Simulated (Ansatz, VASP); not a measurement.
# One calculation of Cu, two programs

```
Cu
1.0
     2.51709    0.00000    0.00000
    -1.25854    2.17986    0.00000
     0.00000    0.00000    4.08497
Cu
2
Direct
  0.66667 0.33333 0.75000
  0.33333 0.66667 0.25000
```

Change from the starting cell: volume scaled by 0.98.

Alike in both runs: task single point; functional PBE; k mesh 12 × 12 × 7; occupations fermi-dirac, width 0.05 eV; no spin polarisation.

```csv
,VASP,Ansatz
version,VASP 6.6.1,Ansatz 0.2.0
potentials or method,"VASP PAW PBE potentials, release 64 (Cu)",Ansatz PAW
plane-wave cutoff (eV),520,420
valence electrons in the cell,22,38
```

VASP gave:

* gap on the k mesh at the Fermi level (eV): none
* pressure (GPa): 11.6
* largest component of the traceless stress (GPa): 0.32

Q: What did Ansatz give for the same quantities?

A: gap on the k mesh at the Fermi level (eV): none; pressure (GPa): 11.0; largest component of the traceless stress (GPa): 0.39.

A gap of «none» marks a metal or a gap that the smearing closes. The two sets of potentials don't hold the same shells in valence.
